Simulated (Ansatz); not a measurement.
Crystal: Bi2Te2Se.

```
CELL_PARAMETERS angstrom
2.16097 1.24764 10.58557
-2.16097 1.24764 10.58557
0.00000 -2.49527 10.58557
ATOMIC_POSITIONS crystal
Bi 0.39172 0.39172 0.39172
Bi 0.60828 0.60828 0.60828
Te 0.78040 0.78040 0.78040
Te 0.21960 0.21960 0.21960
Se 0.00000 0.00000 0.00000
```

The cell is a database's computed one.

| Item | Value |
| --- | --- |
| Program | Ansatz 0.2.0 |
| Task | single point |
| Functional | PBEsol |
| Potentials or basis | all-electron LAPW, scalar-relativistic |
| Cutoff | 207 eV (chosen from the basis error) |
| Basis error allowed | 0.001 eV/atom |
| k mesh | 7 × 7 × 7 |
| Occupations | fermi-dirac, width 0.05 eV |
| Spin | no spin polarisation |

On this cell: pressure -1.4 GPa; largest force 0.051 eV/Å; band gap on the k mesh 0.41 eV, direct.

The same run follows on a disturbed copy (atoms moved at random, drawn with an rms of 0.05 Å):

```
Bi Te Se
1.0
     2.16097    1.24764   10.58557
    -2.16097    1.24764   10.58557
     0.00000   -2.49527   10.58557
Bi Te Se
2 2 1
Cartesian
  0.0180 0.0232 12.4398
  0.0157 0.0291 19.2755
  0.0077 -0.0170 24.8027
  -0.0250 -0.0080 6.9533
  -0.0112 -0.0271 0.0267
```

Task: What changes?

Result: The energy moves by +3.3 meV/atom; pressure -1.6 GPa; largest force 0.327 eV/Å; band gap on the k mesh 0.42 eV, direct.

Forces on the atoms (eV/Å):
```
Bi  -0.012 -0.084  0.050
Bi  -0.103 -0.076  0.301
Te  -0.018  0.063 -0.107
Te   0.119  0.056 -0.070
Se   0.013  0.042 -0.174
```

Stress tensor (GPa, compression positive):
```
-1.50  0.15 -0.29
 0.15 -1.50  0.01
-0.29  0.01 -1.71
```

Caveats: spin-orbit coupling is left out, which as a rule narrows the gap of such compounds by several tenths of an eV; an odd mesh through Γ misses points on the zone boundary, where band edges often lie.
